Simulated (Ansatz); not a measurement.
# SnSe (Fm-3m): scan of the energy under strain

A script is to give a scan of the energy under strain; the system is SnSe (Fm-3m).

Program: Ansatz 0.2.0, driven from Python. Level of theory: DFT PBEsol, plane waves, PAW. These are calculated values, not measurements.

### Step 1. The structure

It takes space group Fm-3m (No. 225, cubic). The conventional cell has a = 6.020 Å, b = 6.020 Å, c = 6.020 Å, α = 90.00°, β = 90.00°, γ = 90.00°. Around Sn (site symmetry m-3m) lie 6 Se at 3.01 Å. Se (site symmetry m-3m) has 6 Sn at 3.01 Å as nearest neighbours.

No structure file is read: the coordinates are typed or built in the script.

### Step 2. The script

The input, run_strain.py:

```python
"""Energy of SnSe under uniaxial strain, ions carried with the cell."""

import ansatz as az
import numpy as np

XC = "pbesol"
CUTOFF_EV = 450
FILLING = "fermi_dirac"
SIGMA = 0.05
MESH = (6, 6, 6)

VECTORS = np.array([
    [0.0, 3.01, 3.01],
    [3.01, 0.0, 3.01],
    [3.01, 3.01, 0.0],
])
SITES = [
    ("Sn", (0.0, 0.0, 0.0)),
    ("Se", (0.5, 0.5, 0.5)),
]


def on_lattice(cell):
    crystal = az.Crystal(lattice=az.Lattice.of(cell))
    for symbol, position in SITES:
        crystal = crystal.atom(symbol, position)
    return crystal


def main() -> None:
    # clamped ions: the fractional positions stay as typed
    values = np.linspace(-0.05, 0.05, 5)
    energies = []
    for d in values:
        strain = np.diag([0, 0, d])
        cell = VECTORS @ (np.eye(3) + strain)
        setup = (
            on_lattice(cell).calculation()
            .functional(XC)
            .pseudopotentials("paw")
            .basis(CUTOFF_EV)  # cutoff of the orbital basis
            .occupations(FILLING, width=SIGMA)  # fractional filling near the Fermi level
            .kpoints(*MESH)  # sampling of the Brillouin zone
            .stress()
        )
        report = setup.run(threads=1).report
        energies.append(report["free_energy_ev"] / len(SITES))
        s = report["stress_gpa"]
        print(f"d = {d:+.4f}  stress xx yy zz xy (GPa, compression positive): {s[0][0]:8.3f} {s[1][1]:8.3f} {s[2][2]:8.3f} {s[0][1]:8.3f}")
    energies = np.array(energies)

    for value, e in zip(values, energies):
        print(f"strain {value:7.3f}   E - Emin = {1000 * (e - energies.min()):9.3f} meV/atom")
    curvature = 2 * np.polyfit(values, energies, 3)[1]
    volume = abs(np.linalg.det(VECTORS)) / len(SITES)
    print(f"d2E/dd2 over the volume: {curvature / volume * 160.21766:.1f} GPa")


if __name__ == "__main__":
    main()
```

### Step 3. The input behind the calls

The engine receives this input (first run):

```yaml
crystal:
  lattice:
    - [0.0, 3.01, 2.8594999999999997]
    - [3.01, 0.0, 2.8594999999999997]
    - [3.01, 3.01, 0.0]
  atoms:
    - { symbol: Sn, position: [0.0, 0.0, 0.0] }
    - { symbol: Se, position: [0.5, 0.5, 0.5] }
basis:
  ecutwfc: 450.0
kpoints:
  mp_grid:
    grid: [6, 6, 6]
hamiltonian:
  xc: pbesol
  pseudopotentials:
    kind: paw
scf:
  occupations:
    method: fermi_dirac
    width: 0.05
output:
  stress: true
```

### Step 4. Running it

Started as:

```console
python run_strain.py
```

**Question.** How much energy does this uniaxial strain cost, and what curvature follows?

**Answer**, as computed:

```
                  quantity           value
curvature under the strain       124.9 GPa
             runs compared               5
           range of energy  42.41 meV/atom
      lowest point, strain          -0.025
```

In words: Against the unstrained cell the energy per atom changes by +13.00 meV at one end of the scan and +40.01 meV at the other, and its second derivative over the volume is 124.9 GPa. What to keep in mind:
- The curvature belongs to this strain pattern and to the cell's stress; it equals a single elastic constant only for simple patterns.
- The ions keep their fractional positions (clamped ions).
